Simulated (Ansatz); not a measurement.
**Exact exchange in K$_{2}$S: computed gaps and pressures at one geometry**

```cif
data_structure
_symmetry_space_group_name_H-M 'P 1'
_symmetry_Int_Tables_number 1
_cell_length_a 5.2262
_cell_length_b 5.2262
_cell_length_c 5.2262
_cell_angle_alpha 60.000
_cell_angle_beta 60.000
_cell_angle_gamma 60.000
_cell_volume 100.94
loop_
_atom_site_label
_atom_site_type_symbol
_atom_site_fract_x
_atom_site_fract_y
_atom_site_fract_z
_atom_site_occupancy
K1 K 0.25000 0.25000 0.25000 1
K2 K 0.75000 0.75000 0.75000 1
S1 S 0.00000 0.00000 0.00000 1
```

All runs: Ansatz, plane waves and PAW, scalar-relativistic (no spin–orbit coupling), 4×4×4 k-mesh, Gaussian smearing of 0.05 eV, no spin polarisation. Semilocal reference PBE: gap 2.40 eV, pressure 0.6 GPa. The hybrids carry no U.

Problem. What gap and pressure does PBE0-type hybrid with an exact-exchange fraction taken as 1/ε∞ give at this geometry?

Solution. Gap 4.51 eV, pressure 0.1 GPa.

Problem. And the other functionals?

Solution. 
```tsv
functional	gap	pressure (GPa)	cutoff (eV)	core-seconds
HSE06-type hybrid with an exact-exchange fraction of 0.35 and a screening parameter of 0.5 Å⁻¹	3.00 eV	0.2	420	26
HSE06-type hybrid with an exact-exchange fraction of 0.4	3.91 eV	0.1	420	26
revPBE0	4.23 eV	1.0	420	25
PBE0-type hybrid with an exact-exchange fraction taken as 1/ε∞	4.51 eV	0.1	420	45
PBE0-type hybrid with an exact-exchange fraction of 0.4	5.04 eV	0.0	420	29
LC-wPBE	8.22 eV	0.0	420	32
```

In the PBE0 form the gap grows almost linearly with the exact-exchange fraction, by 0.66 eV for each tenth. The dielectric-dependent PBE0 form takes the fraction 0.323 = 1/ε∞, that is ε∞ = 3.1. On shared hosts the hybrid runs at the reference's cutoff took roughly 19 to 34 times the core time of the semilocal one on the same mesh, with some more bands.

Caveats: core times come from shared hosts and scatter; functionals with much or all of the long-range exchange (Hartree–Fock, LC-wPBE, CAM-B3LYP) overshoot the gaps of most solids, bar the widest; gaps are read on a coarse mesh; stress loosely converged.
